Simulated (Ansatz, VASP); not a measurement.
One calculation of InAs, two programs

```
In As
1.0
     0.00000    3.02400    3.02400
     3.02400    0.00000    3.02400
     3.02400    3.02400    0.00000
In As
1 1
Direct
  0.00000 0.00000 0.00000
  0.75000 0.75000 0.75000
```

Alike in both runs: task single point; functional PBE; k mesh 14 × 14 × 14; occupations gaussian, width 0.15 eV; no spin polarisation.

```csv
,VASP,Ansatz
version,VASP 6.6.1,Ansatz 0.2.0
potentials or method,"VASP PAW PBE potentials, release 64 (In_d, As)","scalar-relativistic, plane waves, PAW"
plane-wave cutoff (eV),520,420
valence electrons in the cell,18,28
```

VASP gave:

| Item | Value |
| --- | --- |
| gap on the k mesh at the Fermi level (eV) | none |
| pressure (GPa) | 4.0 |

Question: Which values does Ansatz return?

Answer: gap on the k mesh at the Fermi level (eV): none; pressure (GPa): 3.9.

A gap of «none» marks a metal or a gap that the smearing closes. The two sets of potentials don't hold the same shells in valence.

Caveats: this crystal is a semiconductor, whose small gap the functional closes, so the metal is an error of the method.
